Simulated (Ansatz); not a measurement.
# Ge: the cost of one run

Method: DFT PBEsol, scalar-relativistic, plane waves, PAW, in Ansatz 0.2.0.

## 1. The system as given

Symmetry: Imma, No. 74, orthorhombic system. The conventional cell has a = 4.992 Å, b = 5.302 Å, c = 2.874 Å, α = 90.00°, β = 90.00°, γ = 90.00°. Ge (site symmetry mm2) has 6 Ge at 2.68 to 2.87 Å as nearest neighbours.

Coordinates:

```xyz
2
Lattice="-2.4959 2.6509 1.4369 2.4959 -2.6509 1.4369 2.4959 2.6509 -1.4369" Properties=species:S:1:pos:R:3 pbc="T T T"
Ge    2.4959   -1.3254    1.2529
Ge    0.0000    3.9763    0.1841
```

The structure comes from the Materials Project (structure only).

## 2. A change within the space group

Against the listed cell: strain xx, yy, zz, yz, xz, xy = +0.1, +6.4, -5.2, +0.0, +0.0, +0.0 %; atoms moved by 0.10 Å root mean square, at most 0.10 Å.

input.yaml

```yaml
crystal:
  lattice:
    - [-2.4989429956, 2.8217641376, 1.3618090414]
    - [2.4989429956, -2.8217641376, 1.3618090414]
    - [2.4989429956, 2.8217641376, -1.3618090414]
  atoms:
    - { symbol: Ge, position: [0.2207389946, 0.9707389946, 0.25] }
    - { symbol: Ge, position: [0.7792610054, 0.0292610054, 0.75] }
basis:
  ecutwfc: 420
kpoints:
  mp_grid: { grid: [16, 16, 16] }
hamiltonian:
  xc: pbesol
scf:
  occupations: { method: gaussian, width: 0.1 }
output:
  forces: true
  stress: true
  eigenvalues: true
```

What time and memory should one allow on 1 thread of an x86-64 CPU, shared host?

About 10 s, with a peak of 0.66 GiB.
